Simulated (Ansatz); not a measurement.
**CdS: the cell at several levels of theory**

One table from this session's results is given with a row withheld; the runs are named, their logs left out.

Program: Ansatz 0.2.0. PAW datasets, plane waves, zero pressure. The calculation is spin-unpolarised, and the structure need not be a phase that has been made.

## Starting point

This is the cell as the run starts from it, not yet at rest; its lengths are not the crystal's.

Space group P6_3mc (No. 186), hexagonal; conventional cell a = 3.935 Å, c = 12.853 Å, 21.55 Å³ an atom. Near Cd stand 4 S at 2.41 Å; near S stand 4 Cd at 2.41 Å.

The structure in full:

```
CELL_PARAMETERS angstrom
3.93535 0.00000 0.00000
-1.96768 3.40811 0.00000
0.00000 0.00000 12.85285
ATOMIC_POSITIONS crystal
Cd 0.00000 0.00000 0.00000
Cd 0.33333 0.66667 0.25000
Cd 0.00000 0.00000 0.50000
Cd 0.66667 0.33333 0.75000
S 0.00000 0.00000 0.18750
S 0.33333 0.66667 0.43750
S 0.00000 0.00000 0.68750
S 0.66667 0.33333 0.93750
```

Set-up of the first run:

input.yaml reads:

```yaml
crystal:
  lattice:
    - [3.9353502208, 0.0, 0.0]
    - [-1.9676751104, 3.408113264, 0.0]
    - [0.0, 0.0, 12.852853821]
  atoms:
    - { symbol: Cd, position: [0.0, 0.0, 0.0] }
    - { symbol: Cd, position: [0.3333333333, 0.6666666667, 0.25] }
    - { symbol: Cd, position: [0.0, 0.0, 0.5] }
    - { symbol: Cd, position: [0.6666666667, 0.3333333333, 0.75] }
    - { symbol: S, position: [0.0, 0.0, 0.1875] }
    - { symbol: S, position: [0.3333333333, 0.6666666667, 0.4375] }
    - { symbol: S, position: [0.0, 0.0, 0.6875] }
    - { symbol: S, position: [0.6666666667, 0.3333333333, 0.9375] }
kpoints:
  mp_grid: { grid: [6, 6, 2] }
hamiltonian:
  xc: pbe
scf:
  occupations: { method: fermi_dirac, width: 0.02 }
relax:
  f_tol: 0.005
  cell: {}
```

The run is started by

```
$ ansatz run input.yaml --threads 4 --pin off --max-ram 7372MiB --backend cpu --events-out ev --progress --plain --runs-dir out
```

Among the steps run: PBE: cell and atoms; Relaxing with r2SCAN; Relaxing with PBEsol; Relaxation with LDA.

One table of the session follows, with a row left open; its other results are not shown here.

```
 level  a (Å)   c (Å)  volume (Å³/atom)
   PBE  4.194  13.671            26.025
r2SCAN  4.161  13.554            25.400
PBEsol      ?       ?                 ?
   LDA  4.072  13.284            23.849
```

Q: Estimate the row for PBEsol from the others.

**Answer.** a (Å): 4.123; c (Å): 13.436; volume (Å³/atom): 24.719. In the column «a (Å)» it lies between LDA (4.072) and r2SCAN (4.161).

In words: The first relaxation changed the volume by +20.8 % from the start. LDA gives the smallest cell and PBE the largest; they differ by 9.1 % in volume, a mean of 3.0 % in length.
